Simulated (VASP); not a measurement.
# AlP (F-43m) in VASP: a series of runs

Runs on AlP. Level: PBE+D3(BJ). Tasks: relaxation of cell and atoms.

All numbers are computed with VASP 6.6.1; they aren't measurements. Logs are shortened: lines on timing, memory, paths and dates and some standing lists are left out, and cuts for length are marked.

## 1. The structure

Symmetry: F-43m, No. 216, cubic system. Conventional cell: a = 5.451 Å, b = 5.451 Å, c = 5.451 Å, α = 90.00°, β = 90.00°, γ = 90.00°. Al (site symmetry -43m) is surrounded by 4 P at 2.36 Å. P (site symmetry -43m) is surrounded by 4 Al at 2.36 Å.

## 2. Relaxation of cell and atoms, PBE+D3(BJ)

Input file INCAR:

```
PREC = Accurate ; ENCUT = 600
EDIFF = 1E-6 ; ISMEAR = 0
SIGMA = 0.03 ; LREAL = False
LASPH = True ; NELM = 80
ALGO = Normal ; ISIF = 3
LWAVE = False ; LCHARG = False
GGA = PE ; IVDW = 12
IBRION = 2 ; NSW = 90
EDIFFG = -0.01
```

Input file KPOINTS:

```
Automatic mesh
0
Gamma
  8 8 8
```

Input file POSCAR:

```
AlP
1.0
    0.0000000000      2.7255000000      2.7255000000
    2.7255000000      0.0000000000      2.7255000000
    2.7255000000      2.7255000000      0.0000000000
Al P
1 1
Direct
    0.0000000000      0.0000000000      0.0000000000
    0.2500000000      0.2500000000      0.2500000000
```

Potentials or basis: VASP PAW PBE potentials, release 64 (Al, P).

Command:

```
$ cat potpaw_PBE.64/Al/POTCAR potpaw_PBE.64/P/POTCAR > POTCAR
$ mpirun -np 1 vasp_std > vasp.out
```

OUTCAR:

```text
PREC = Accurate
   ENCUT = 600
   EDIFF = 1E-6
   ISMEAR = 0
   LREAL = False
   LASPH = True
   NELM = 80
   ISIF = 3
   GGA = PE
   IVDW = 12
   IBRION = 2
   NSW = 90
   EDIFFG = -0.01
 IVDW          = 12

 ion  position               nearest neighbor table
   1  0.000  0.000  0.000-   2 2.36   2 2.36   2 2.36   2 2.36
   2  0.250  0.250  0.250-   1 2.36   1 2.36   1 2.36   1 2.36

  LATTYP: Found a face centered cubic cell.
 ALAT       =     5.4510000000

  Lattice vectors:

 A1 = (   0.0000000000,   2.7255000000,   2.7255000000)
 A2 = (   2.7255000000,   0.0000000000,   2.7255000000)
 A3 = (   2.7255000000,   2.7255000000,   0.0000000000)

Analysis of symmetry for initial positions (statically):
=====================================================================
 Subroutine PRICEL returns:
 Original cell was already a primitive cell.

 Routine SETGRP: Setting up the symmetry group for a
 face centered cubic supercell.

 Subroutine GETGRP returns: Found 24 space group operations
 (whereof 24 operations were pure point group operations)
 out of a pool of 48 trial point group operations.

The static configuration has the point symmetry T_d .

Analysis of symmetry for dynamics (positions and initial velocities):
=====================================================================
 Subroutine PRICEL returns:
 Original cell was already a primitive cell.

 Routine SETGRP: Setting up the symmetry group for a
 face centered cubic supercell.

 Subroutine GETGRP returns: Found 24 space group operations
 (whereof 24 operations were pure point group operations)
 out of a pool of 48 trial point group operations.

The dynamic configuration has the point symmetry T_d .

 Subroutine INISYM returns: Found 24 space group operations
 (whereof 24 operations are pure point group operations),
 and found     1 'primitive' translations

----------------------------------------------------------------------------------------

                                     Primitive cell

  volume of cell :      40.4919

  direct lattice vectors                    reciprocal lattice vectors
     0.000000000  2.725500000  2.725500000    -0.183452578  0.183452578  0.183452578
     2.725500000  0.000000000  2.725500000     0.183452578 -0.183452578  0.183452578
     2.725500000  2.725500000  0.000000000     0.183452578  0.183452578 -0.183452578

  length of vectors
     3.854439064  3.854439064  3.854439064     0.317749185  0.317749185  0.317749185

  position of ions in fractional coordinates (direct lattice)
     0.000000000  0.000000000  0.000000000
     0.250000000  0.250000000  0.250000000

  ion indices of the primitive-cell ions
   primitive index   ion index
                 1           1
                 2           2

----------------------------------------------------------------------------------------

 KPOINTS: Automatic mesh

Automatic generation of k-mesh.
 Grid dimensions read from file:
 generate k-points for:    8    8    8

 Generating k-lattice:

  Cartesian coordinates                     Fractional coordinates (reciprocal lattice)
    -0.022931572  0.022931572  0.022931572     0.125000000  0.000000000  0.000000000
     0.022931572 -0.022931572  0.022931572     0.000000000  0.125000000  0.000000000
     0.022931572  0.022931572 -0.022931572     0.000000000  0.000000000  0.125000000

  Length of vectors
     0.039718648  0.039718648  0.039718648

  Shift w.r.t. Gamma in fractional coordinates (k-lattice)
     0.000000000  0.000000000  0.000000000

 Subroutine IBZKPT returns following result:
 ===========================================

 Found     29 irreducible k-points:

 Following reciprocal coordinates:
            Coordinates               Weight
  0.000000  0.000000  0.000000      1.000000
  0.125000  0.000000  0.000000      8.000000
  0.250000  0.000000  0.000000      8.000000
  0.375000  0.000000  0.000000      8.000000
  0.500000  0.000000  0.000000      4.000000
  0.125000  0.125000  0.000000      6.000000
[... 16 lines left out ...]
  0.500000  0.250000  0.125000     48.000000
 -0.375000  0.250000  0.125000     24.000000
 [... further k-points ...]
   k-points           NKPTS =     29   k-points in BZ     NKDIM =     29   number of bands    NBANDS=      8
   number of dos      NEDOS =    301   number of ions     NIONS =      2
   total plane-waves  NPLWV =  32768
   dimension x,y,z NGX =    32 NGY =   32 NGZ =   32
   dimension x,y,z NGXF=    64 NGYF=   64 NGZF=   64
   ions per type =               1   1
   NGX,Y,Z   is equivalent  to a cutoff of  13.80, 13.80, 13.80 a.u.
   NGXF,Y,Z  is equivalent  to a cutoff of  27.60, 27.60, 27.60 a.u.
 SYSTEM =  unknown system
   PREC   = accura    normal or accurate (medium, high low for compatibility)
   ISTART =      0    job   : 0-new  1-cont  2-samecut
   ICHARG =      2    charge: 1-file 2-atom 10-const
   ISPIN  =      1    spin polarized calculation?
   LNONCOLLINEAR =      F non collinear calculations
   LSORBIT =      F    spin-orbit coupling
   LASPH  =      T    aspherical Exc in radial PAW
   ENCUT  =  600.0 eV  44.10 Ry    6.64 a.u.   7.70  7.70  7.70*2*pi/ulx,y,z
   NELM   =     80;   NELMIN=  2; NELMDL= -5     # of ELM steps
   EDIFF  = 0.1E-05   stopping-criterion for ELM
   LREAL  =      F    real-space projection
   EDIFFG = -.1E-01   stopping-criterion for IOM
   NSW    =     90    number of steps for IOM
   IBRION =      2    ionic relax: 0-MD 1-quasi-New 2-CG
   NFREE  =      1    steps in history (QN), initial steepest desc. (CG)
   ISIF   =      3    stress and relaxation
   ISYM   =      2    0-nonsym 1-usesym 2-fastsym
   POTIM  = 0.5000    time-step for ionic-motion
   TEBEG  =    0.0;   TEEND  =   0.0 temperature during run
   PSTRESS=    0.0 pullay stress
   NELECT =       8.0000    total number of electrons
   NUPDOWN=      -1.0000    fix difference up-down
   EMIN   =  10.00;   EMAX   =-10.00  energy-range for DOS
   EFERMI =   0.00;   METHOD = LEGACY
   ISMEAR =     0;   SIGMA  =   0.03  broadening in eV -4-tet -1-fermi 0-gaus
   EFERMI_NEDOS =   21; number of points for ismear=-14 and -15
   IALGO  =     38    algorithm
   IMIX   =      4    mixing-type and parameters
     AMIX     =   0.40;   BMIX     =  1.00
     AMIX_MAG =   1.60;   BMIX_MAG =  1.00
  volume/ion in A,a.u.               =      20.25       136.63
  Fermi-wavevector in a.u.,A,eV,Ry     =   0.953488  1.801831 12.369596  0.909140
  Thomas-Fermi vector in A             =   2.082148
   LORBIT       =      0    0 simple, 1 ext, 2 COOP (PROOUT), +10 PAW based schemes
   GGA     = PE    functional components
   LHFCALC =     F    Hartree Fock is set to
   AEXX    =    0.0000 exact exchange contribution
   IVDW    =    12    specifies the selected vdW correction
   LEPSILON=     F    determine dielectric tensor
   LRPA    =     F    only Hartree local field effects (RPA)
 conjugate gradient relaxation of ions
 non-spin polarized calculation
 Gauss-broadening in eV      SIGMA  =   0.03
  energy-cutoff  :      600.00
  volume of cell :       40.49
 maximum number of plane-waves:      1365
   NGX = 15   NGY = 15   NGZ = 15

 number of electron       8.0000000 magnetization

 Free energy of the ion-electron system (eV)
  ---------------------------------------------------
  ext. energy  EPLUGINS =         0.00000000
  ---------------------------------------------------
  free energy    TOTEN  =       -10.36711304 eV

  energy without entropy =      -10.36711304  energy(sigma->0) =      -10.36711304

 E-fermi :   4.7593     XC(G=0):  -9.2281

 val. band max:        4.6257677835   @ k =   0.0000   0.0000   0.0000
 cond. band min:       6.1953385058   @ k =   0.5000   0.5000   0.0000
 fundamental gap:      1.5695707223
 Fermi energy:         4.7593217140

 k-point     1 :       0.0000    0.0000    0.0000
  band No.  band energies     occupation
      1      -6.9079      2.00000
      2       4.6258      2.00000
      3       4.6258      2.00000
      4       4.6258      2.00000
      5       7.9743      0.00000
      6       9.1943      0.00000
      7       9.1943      0.00000
      8       9.1943      0.00000

 k-point     2 :       0.1250    0.0000    0.0000
  band No.  band energies     occupation
      1      -6.7346      2.00000
      2       3.4016      2.00000
      3       4.4769      2.00000
      4       4.4769      2.00000
      5       8.3693      0.00000
      6       9.4791      0.00000
      7       9.4791      0.00000
      8       9.7406      0.00000

 k-point     3 :       0.2500    0.0000    0.0000
  band No.  band energies     occupation
      1      -6.2464      2.00000
      2       1.4439      2.00000
      3       4.1814      2.00000
      4       4.1814      2.00000
      5       7.9747      0.00000
      6       9.7839      0.00000
      7       9.7839      0.00000
      8      11.5953      0.00000

 k-point     4 :       0.3750    0.0000    0.0000
  band No.  band energies     occupation
      1      -5.5897      2.00000
      2      -0.2068      2.00000
      3       3.9453      2.00000
      4       3.9453      2.00000
      5       7.5960      0.00000
      6       9.5910      0.00000
      7       9.5910      0.00000
      8      12.8180      0.00000

 k-point     5 :       0.5000    0.0000    0.0000
  band No.  band energies     occupation
      1      -5.2167      2.00000
      2      -0.9235      2.00000
      3       3.8596      2.00000
      4       3.8596      2.00000
      5       7.4598      0.00000
      6       9.4468      0.00000
      7       9.4468      0.00000
      8      12.9145      0.00000

 k-point     6 :       0.1250    0.1250    0.0000
  band No.  band energies     occupation
      1      -6.6764      2.00000
      2       3.5166      2.00000
      3       4.1512      2.00000
      4       4.1512      2.00000
      5       8.5798      0.00000
      6       9.0647      0.00000
      7       9.9855      0.00000
      8       9.9855      0.00000

 k-point     7 :       0.2500    0.1250    0.0000
  band No.  band energies     occupation
      1      -6.2908      2.00000
      2       2.0059      2.00000
      3       3.7815      2.00000
      4       3.8524      2.00000
      5       8.3638      0.00000
      6       9.4371      0.00000
      7      10.4137      0.00000
      8      10.5786      0.00000
[... 133 lines left out ...]
 k-point    20 :      -0.3750    0.3750    0.0000
  band No.  band energies     occupation
      1      -4.5793      2.00000
      2      -0.4121      2.00000
      3       1.1876      2.00000
      4       2.8853      2.00000
      5       7.0570      0.00000
      6       9.7502      0.00000
      7      13.1148      0.00000
      8      13.3996      0.00000

 k-point    21 :       0.5000    0.5000    0.0000
  band No.  band energies     occupation
      1      -4.5484      2.00000
      2      -0.6985      2.00000
      3       2.5132      2.00000
      4       2.5132      2.00000
      5       6.1953      0.00000
      6       7.0916      0.00000
      7      15.7414      0.00000
      8      15.7414      0.00000

 k-point    22 :       0.3750    0.2500    0.1250
  band No.  band energies     occupation
      1      -5.8330      2.00000
      2       1.1218      2.00000
      3       2.7211      2.00000
      4       3.7085      2.00000
      5       8.4876      0.00000
      6       9.4795      0.00000
      7      10.0806      0.00000
      8      11.4587      0.00000

 k-point    23 :       0.5000    0.2500    0.1250
  band No.  band energies     occupation
      1      -5.2312      2.00000
      2       0.0031      2.00000
      3       2.1545      2.00000
      4       3.3230      2.00000
      5       8.5871      0.00000
      6       9.4364      0.00000
      7      10.6824      0.00000
      8      11.7548      0.00000

 k-point    24 :      -0.3750    0.2500    0.1250
  band No.  band energies     occupation
      1      -4.9011      2.00000
      2      -0.5614      2.00000
      3       2.0204      2.00000
      4       3.1345      2.00000
      5       8.5832      0.00000
      6       9.1704      0.00000
      7      11.5362      0.00000
      8      12.3524      0.00000

 [... further k-points ...]

------------------------ aborting loop because EDIFF is reached ----------------------------------------

 Edisp (eV)   -0.61947

 E8    (eV) :    -0.2564

  FORCE on cell =-STRESS in cart. coord.  units (eV):
  Direction    XX          YY          ZZ          XY          YZ          ZX
  --------------------------------------------------------------------------------------
  -------------------------------------------------------------------------------------
  Total      -0.00729    -0.00729    -0.00729    -0.00000    -0.00000    -0.00000
  in kB      -0.28865    -0.28865    -0.28865    -0.00000    -0.00000    -0.00000
  external pressure =       -0.29 kB  Pullay stress =        0.00 kB

 VOLUME and BASIS-vectors are now :
 -----------------------------------------------------------------------------
  energy-cutoff  :      600.00
  volume of cell :       40.49
      direct lattice vectors                 reciprocal lattice vectors
     0.000000000  2.725500000  2.725500000    -0.183452578  0.183452578  0.183452578
     2.725500000  0.000000000  2.725500000     0.183452578 -0.183452578  0.183452578
     2.725500000  2.725500000  0.000000000     0.183452578  0.183452578 -0.183452578

 POSITION                                       TOTAL-FORCE (eV/Angst)
 -----------------------------------------------------------------------------------
      0.00000      0.00000      0.00000         0.000000      0.000000     -0.000000
      1.36275      1.36275      1.36275        -0.000000     -0.000000      0.000000
 -----------------------------------------------------------------------------------
    total drift:                               -0.000000     -0.000000     -0.000000

  FREE ENERGIE OF THE ION-ELECTRON SYSTEM (eV)
  ---------------------------------------------------
  free  energy   TOTEN  =       -10.9865791865 eV

  energy  without entropy=      -10.9865791865  energy(sigma->0) =      -10.98657919

 reached required accuracy - stopping structural energy minimisation
```

Run time: 4.4 s. Hardware: 1 thread of Intel Xeon 6975P-C (Granite Rapids), shared host; peak memory 0.18 GiB.

What came out:

| Property | Result |
| --- | --- |
| Free energy | -10.9866 eV |
| Pressure after relaxing | 0.0 GPa |
| Band gap on the k mesh | 1.57 eV, indirect (least direct gap 3.35 eV) |
| Dispersion energy per atom | -0.310 eV |

Final structure:
```cif
data_structure
_symmetry_space_group_name_H-M 'P 1'
_symmetry_Int_Tables_number 1
_cell_length_a 3.8544
_cell_length_b 3.8544
_cell_length_c 3.8544
_cell_angle_alpha 60.000
_cell_angle_beta 60.000
_cell_angle_gamma 60.000
_cell_volume 40.49
loop_
_atom_site_label
_atom_site_type_symbol
_atom_site_fract_x
_atom_site_fract_y
_atom_site_fract_z
_atom_site_occupancy
Al1 Al 0.00000 0.00000 0.00000 1
P1 P 0.25000 0.25000 0.25000 1
```

Levels at points of the mesh, in eV from the valence-band top:
| k point | band 1 | band 2 | band 3 | band 4 | band 5 | band 6 | band 7 | band 8 |
| --- | --- | --- | --- | --- | --- | --- | --- | --- |
| (0.00, 0.00, 0.00) | -11.53 | 0.00 | 0.00 | 0.00 | 3.35 | 4.57 | 4.57 | 4.57 |
| (0.50, 0.00, 0.00) | -9.84 | -5.55 | -0.77 | -0.77 | 2.83 | 4.82 | 4.82 | 8.29 |
| (0.50, 0.50, 0.00) | -9.17 | -5.32 | -2.11 | -2.11 | 1.57 | 2.47 | 11.12 | 11.12 |

Caveat: the relaxation stopped at its first step, so nothing moved.

[end of part 1 of 2]
